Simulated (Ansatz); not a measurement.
# WSe2: the cost of one run

Program: Ansatz 0.2.0. Level of theory: DFT PBE, scalar-relativistic, plane waves, PAW. These are calculated values, not measurements.

13 further runs of the same task are left out: 13 set aside as unsound or not needed.

## (1) The starting structure

Symmetry: P-3m1, No. 164, trigonal system. The conventional cell has a = 3.320 Å, b = 3.320 Å, c = 38.633 Å, α = 90.00°, β = 90.00°, γ = 120.00°. W (site symmetry 3m) has 6 Se at 2.55 Å as nearest neighbours. Se (site symmetry 3m) is surrounded by 3 W at 2.55 Å.

Structure file:

```cif
data_structure
_symmetry_space_group_name_H-M 'P-3m1'
_symmetry_Int_Tables_number 164
_cell_length_a 3.3205
_cell_length_b 3.3205
_cell_length_c 38.6329
_cell_angle_alpha 90.000
_cell_angle_beta 90.000
_cell_angle_gamma 120.000
_cell_volume 368.88
loop_
_atom_site_label
_atom_site_type_symbol
_atom_site_symmetry_multiplicity
_atom_site_Wyckoff_symbol
_atom_site_fract_x
_atom_site_fract_y
_atom_site_fract_z
_atom_site_occupancy
W1 W 2 d 0.66667 0.33333 0.90169 1
W2 W 2 d 0.66667 0.33333 0.29523 1
Se1 Se 2 d 0.33333 0.66667 0.94513 1
Se2 Se 2 d 0.33333 0.66667 0.33867 1
Se3 Se 2 d 0.66667 0.33333 0.74821 1
Se4 Se 2 d 0.66667 0.33333 0.14176 1
```

It goes back to an entry of the Materials Project, which need not be the stable form.

It is the result of an earlier relaxation at this level (volume 30.74 Å³/atom; gap on the mesh: 1.53 eV).

## (2) The scan

The energy is mapped over two normal modes frozen in (zone-centre modes of the cell shown).

First coordinate, amplitude of mode 4 (2 cm⁻¹), largest displacement: 11 values from −0.60 Å. Second coordinate, amplitude of mode 29 (241 cm⁻¹), largest displacement: 11 values from −0.163 Å.

Nothing else is relaxed (the cell and all other modes fixed). Energies count from the relaxed high-symmetry cell. Points are written as (first, second).

The modes come from a phonon run on the reference cell, made beforehand.

Displacement patterns for an amplitude of 1 (Å):

```csv
atom,x1,y1,z1,x2,y2,z2
W1,-0.408,0.000,0.000,0.000,0.000,0.000
W2,1.000,0.000,0.000,0.000,0.000,0.000
W3,-1.000,0.000,0.000,0.000,0.000,0.000
W4,0.408,0.000,0.000,0.000,0.000,0.000
Se5,-0.408,0.000,0.000,0.000,0.000,1.000
Se6,1.000,0.000,0.000,0.000,0.000,0.000
Se7,-1.000,0.000,0.000,0.000,0.000,0.000
Se8,0.408,0.000,0.000,0.000,0.000,0.000
Se9,-0.408,0.000,0.000,0.000,0.000,-0.999
Se10,1.000,0.000,0.000,0.000,0.000,0.000
Se11,-1.000,0.000,0.000,0.000,0.000,0.000
Se12,0.408,0.000,0.000,0.000,0.000,0.000
```

## (3) Point (−0.60 Å, −0.163 Å)

File input.yaml:

```yaml
crystal:
  lattice:
    - [3.3204748274, 0.0, 0.0]
    - [-1.6602374137, 2.8756155532, 0.0]
    - [0.0, 0.0, 38.6329385217]
  atoms:
    - { symbol: W, position: [0.7404072101, 0.3333333333, 0.901687095] }
    - { symbol: W, position: [0.4859913778, 0.3333333333, 0.2952336168] }
    - { symbol: W, position: [0.5140086222, 0.6666666667, 0.7047660318] }
    - { symbol: W, position: [0.2595927899, 0.6666666667, 0.0983141858] }
    - { symbol: Se, position: [0.4070197085, 0.6666666667, 0.9409123283] }
    - { symbol: Se, position: [0.1526362851, 0.6666666667, 0.3386746156] }
    - { symbol: Se, position: [0.8473196137, 0.3333333333, 0.7482123494] }
    - { symbol: Se, position: [0.5928716745, 0.3333333333, 0.1417594602] }
    - { symbol: Se, position: [0.4071283255, 0.6666666667, 0.862457925] }
    - { symbol: Se, position: [0.1526803863, 0.6666666667, 0.2517870714] }
    - { symbol: Se, position: [0.8473637149, 0.3333333333, 0.6613252624] }
    - { symbol: Se, position: [0.5929802915, 0.3333333333, 0.0548688241] }
basis:
  ecutwfc: 420
kpoints:
  mp_grid: { grid: [9, 9, 1] }
hamiltonian:
  xc: pbe
  pseudopotentials: { kind: paw, azcp: { folder: soft_1 } }
scf:
  occupations: { method: gaussian, width: 0.05 }
output:
  forces: true
  stress: true
  eigenvalues: true
  write_density: true
  write_potential: true
  elf: true
  volumetric_format: npy
```

Launch:

```console
ansatz run input.yaml --threads 4 --pin off --max-ram 8192MiB --backend cpu --events-out ev --progress --plain --runs-dir out
```

Q: Estimate wall time and peak memory on 4 threads of Intel Xeon Platinum 8488C (Sapphire Rapids), shared host.

About 41 s, with a peak of 1.8 GiB.
